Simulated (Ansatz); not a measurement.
# B3Pd: the cost of one run

Method: DFT PBE, scalar-relativistic, plane waves, PAW, in Ansatz 0.2.0.

### 1 The structure to begin with

Symmetry: P6/mmm, No. 191, hexagonal system. Conventional cell: a = 3.378 Å, b = 3.378 Å, c = 3.566 Å, α = 90.00°, β = 90.00°, γ = 120.00°. Around B (site symmetry 6/mmm) lie 2 Pd at 1.78 Å. B (site symmetry -6m2) has 3 Pd at 1.95 Å and 3 B at 1.95 Å as nearest neighbours. Around Pd (site symmetry 6/mmm) lie 8 B at 1.78 to 1.95 Å.

Structure file:

```cif
data_structure
_symmetry_space_group_name_H-M 'P6/mmm'
_symmetry_Int_Tables_number 191
_cell_length_a 3.3784
_cell_length_b 3.3784
_cell_length_c 3.5655
_cell_angle_alpha 90.000
_cell_angle_beta 90.000
_cell_angle_gamma 120.000
_cell_volume 35.24
loop_
_atom_site_label
_atom_site_type_symbol
_atom_site_symmetry_multiplicity
_atom_site_Wyckoff_symbol
_atom_site_fract_x
_atom_site_fract_y
_atom_site_fract_z
_atom_site_occupancy
B1 B 1 b 0.00000 0.00000 0.50000 1
B2 B 2 c 0.33333 0.66667 0.00000 1
Pd1 Pd 1 a 0.00000 0.00000 0.00000 1
```

This is candidate A: Li3N type (P6/mmm, No. 191).

(A quick probe on a coarse mesh, which set the mesh and smearing, is not shown.)

### 3 A loose first relaxation (candidate A)

input.yaml

```yaml
crystal:
  lattice:
    - [3.3783725351, 0.0, 0.0]
    - [-1.6891862675, 2.9257564389, 0.0]
    - [0.0, 0.0, 3.5655216334]
  atoms:
    - { symbol: B, position: [0.0, 0.0, 0.5] }
    - { symbol: B, position: [0.3333333333, 0.6666666667, 0.0] }
    - { symbol: B, position: [0.6666666667, 0.3333333333, 0.0] }
    - { symbol: Pd, position: [0.0, 0.0, 0.0] }
basis:
  ecutwfc: 420
kpoints:
  mp_grid: { grid: [6, 6, 6] }
hamiltonian:
  xc: pbe
scf:
  occupations: { method: gaussian, width: 0.1 }
  lower_state_search: "off"
output:
  forces: true
  stress: true
  eigenvalues: true
relax:
  adjacent_minimum: "off"
  f_tol: 0.04
  max_steps: 70
  cell: { stress_tol: 0.4 }
```

Run with:

```
$ ansatz run input.yaml --threads 1 --pin off --max-ram 2560MiB --backend cpu --events-out ev --progress --plain --runs-dir out
```

Q: Estimate wall time and peak memory on 1 thread of Arm Neoverse V2, shared host.

About 11 s, with a peak of 0.31 GiB.
